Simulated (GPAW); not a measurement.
InP, 2 atoms in the cell. The structure is cubic, space group F-43m (No. 216). Conventional cell: a = 5.861 Å, b = 5.861 Å, c = 5.861 Å, α = 90.00°, β = 90.00°, γ = 90.00°. Around In (site symmetry -43m) lie 4 P at 2.54 Å. P (site symmetry -43m) has 4 In at 2.54 Å as nearest neighbours. 

| Item | Value |
| --- | --- |
| Program | GPAW 26.7.0 |
| Task | single point |
| Functional | PBE |
| Potentials or basis | GPAW PAW data sets (gpaw-data 1.2.1) |
| Cutoff | 600 eV |
| Basis | pw |
| k mesh | 8 × 8 × 8 |
| Occupations | gaussian, width 0.013 eV |
| Spin | no spin polarisation |
| Maxiter | 150 |

Potentials or basis: GPAW PAW data sets (gpaw-data 1.2.1), pw.

Command:

```bash
$ OMP_NUM_THREADS=1 python run.py
```

Hardware: 1 thread of Arm Neoverse V1 (shared host).

Estimate the wall time of this run.

It took 16 s on 1 thread of Arm Neoverse V1 (shared host), peak memory 0.16 GiB. Counts: scf iterations 9, plane waves 1700, bands 18, k points 29.
